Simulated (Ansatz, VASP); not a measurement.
W in VASP and in Ansatz

```
W
1.0
     0.00000    2.20528    1.72012
     2.20528    0.00000    1.72012
     2.20528    2.20528    0.00000
W
1
Direct
  0.00000 0.00000 0.00000
```

Alike in both runs: task single point; functional LDA; k mesh 22 × 22 × 22; occupations gaussian, width 0.15 eV; no spin polarisation.

|  | VASP | Ansatz |
| --- | --- | --- |
| version | VASP 6.6.1 | Ansatz 0.2.0 |
| potentials or method | VASP PAW LDA potentials, release 64 (W_sv) | scalar-relativistic, plane waves, PAW |
| plane-wave cutoff (eV) | 520 | 420 |
| valence electrons in the cell | 14 | 14 |

VASP gave:

| Quantity | Value |
| --- | --- |
| gap on the k mesh at the Fermi level (eV) | none |
| pressure (GPa) | -20.6 |
| largest component of the traceless stress (GPa) | 15.38 |

What did Ansatz give for the same quantities?

gap on the k mesh at the Fermi level (eV): none; pressure (GPa): -22.0; largest component of the traceless stress (GPa): 15.31.

A gap of «none» marks a metal or a gap that the smearing closes.

Caveats: so large a pressure means that the cell lies far from this level's equilibrium, or that cutoff or potentials fall short (VASP). Spin-orbit coupling is left out, which matters for the levels of W.
